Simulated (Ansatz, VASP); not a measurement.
# One calculation of Sb, two programs

```xyz
1
Lattice="0.0000 2.3742 2.3050 2.3742 0.0000 2.3050 2.3742 2.3742 0.0000" Properties=species:S:1:pos:R:3 pbc="T T T"
Sb    0.0000    0.0000    0.0000
```

Change from the starting cell: equal xx and yy strain of +3 %, crystal datasets.

Alike in both runs: task electric field gradients; functional PBE; k mesh 12 × 12 × 12; occupations fermi-dirac, width 0.05 eV; no spin polarisation.

|  | VASP | Ansatz |
| --- | --- | --- |
| version | VASP 6.6.1 | Ansatz 0.2.0 |
| potentials or method | VASP PAW PBE potentials, release 64 (Sb), cutoff 520 eV | all-electron PAW with datasets made for the crystal, scalar-relativistic |

|  | VASP | Ansatz | Ansatz less VASP |
| --- | --- | --- | --- |
| pressure (GPa) | 3.8 | 3.9 | +0.14 |
| largest component of the traceless stress (GPa) | 0.32 | 0.33 | +0.004 |
| Vzz of the field gradient on the site that differs most (V/Å²) | -12.6 | -13.5 | -0.97 |

Ansatz ran all-electron here, so the differences hold the error of VASP's frozen core and of both bases. Ansatz warned: «gradients_without_spin_orbit».

Spin-orbit coupling is left out, which matters for the levels of Sb.
